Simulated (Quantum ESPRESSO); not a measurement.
# Hf under changes of volume

One of the cells (23.523 Å³/atom); the others are scaled copies at fixed shape and fractional positions:

```
CELL_PARAMETERS angstrom
-1.80500 1.80500 1.80500
1.80500 -1.80500 1.80500
1.80500 1.80500 -1.80500
ATOMIC_POSITIONS crystal
Hf 0.00000 0.00000 0.00000
```

This isn't the form of Hf at room conditions, which is hcp.

```yaml
Program: Quantum ESPRESSO 7.5
Functional: PBE
Potentials_or_basis: SSSP 1.3 efficiency PBE
Cutoff: 816 eV
Density_cutoff: 3265 eV
k_mesh: 10 × 10 × 10
Occupations: fermi-dirac, width 0.05 eV
Spin: no spin polarisation
```

| volume (Å³/atom) | energy over the lowest point (meV/atom) | pressure (GPa) |
| --- | --- | --- |
| 22.112 | 0.00 | 1.1 |
| 22.582 | 0.16 | -1.1 |
| 23.052 | 6.52 | -3.0 |
| 23.523 | 18.53 | -4.8 |
| 23.993 | 35.62 | -6.5 |
| 24.464 | ? | ? |
| 24.934 | 82.92 | -9.3 |

Problem. What does the run at 24.464 Å³/atom give?

Solution. Energy over the lowest point 57.24 meV/atom; pressure -8.0 GPa.

Worked out: A Birch-Murnaghan fit of order 3 (a polynomial in V^(-2/3)) to the other rows has its minimum at 22.34 Å³/atom with B0 = V·E''(V) = 107 GPa and B' = 4.1. It gives 57.24 meV/atom at 24.464 Å³/atom, against the run's 57.24, and -dE/dV = -8.1 GPa, against -8.0.

Energies are extrapolated to zero smearing.
